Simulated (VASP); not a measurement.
CdS (Greenockite):

```
Cd S
1.0
     4.15000    0.00000    0.00000
    -2.07500    3.59401    0.00000
     0.00000    0.00000    6.73700
Cd S
2 2
Direct
  0.33333 0.66667 0.00000
  0.66667 0.33333 0.50000
  0.33333 0.66667 0.37500
  0.66667 0.33333 0.87500
```

```yaml
Program: VASP 6.6.1
Task: relaxation of cell and atoms
Functional: PBE
Potentials_or_basis: VASP PAW PBE potentials, release 64 (Cd, S)
Cutoff: 600 eV
k_mesh: 6 × 6 × 4
Occupations: fermi-dirac, width 0.02 eV
Spin: no spin polarisation
```

At the start: pressure 2.4 GPa; volume 25.12 Å³/atom.

**Question.** Where does the relaxation end?

**Answer.** Over 13 steps the energy falls by 7.7 meV/atom and the volume is 26.18 Å³/atom (+4.2 %); space group P6_3mc (No. 186, to 0.05 Å).

The path:
| step | energy change (eV) | largest force (eV/Å) | pressure (GPa) | volume (Å³) |
| --- | --- | --- | --- | --- |
| 1 | 0.0000 | 0.0687 | 2.39 | 100.48 |
| 2 | -0.0279 | 0.0023 | -0.69 | 106.02 |
| 3 | -0.0308 | 0.0151 | -0.06 | 104.66 |
| 4 | -0.0308 | 0.0162 | 0.00 | 104.57 |
| 5 | -0.0308 | 0.0069 | 0.05 | 104.56 |
| 6 | -0.0308 | 0.0032 | 0.05 | 104.55 |
| 7 | -0.0308 | 0.0008 | 0.03 | 104.63 |
| 8 | -0.0308 | 0.0023 | -0.01 | 104.70 |
| 9 | -0.0308 | 0.0006 | -0.02 | 104.67 |
| 10 | -0.0308 | 0.0015 | 0.00 | 104.65 |
| 11 | -0.0309 | 0.0006 | 0.00 | 104.68 |
| 12 | -0.0309 | 0.0025 | -0.03 | 104.72 |
| 13 | -0.0309 | 0.0030 | -0.03 | 104.71 |

Final structure:
```
Cd S
1.0
     4.20353    0.00000    0.00000
    -2.10176    3.64036    0.00000
     0.00000    0.00000    6.84293
Cd S
2 2
Direct
  0.33333 0.66667 0.99931
  0.66667 0.33333 0.49931
  0.33333 0.66667 0.37569
  0.66667 0.33333 0.87569
```
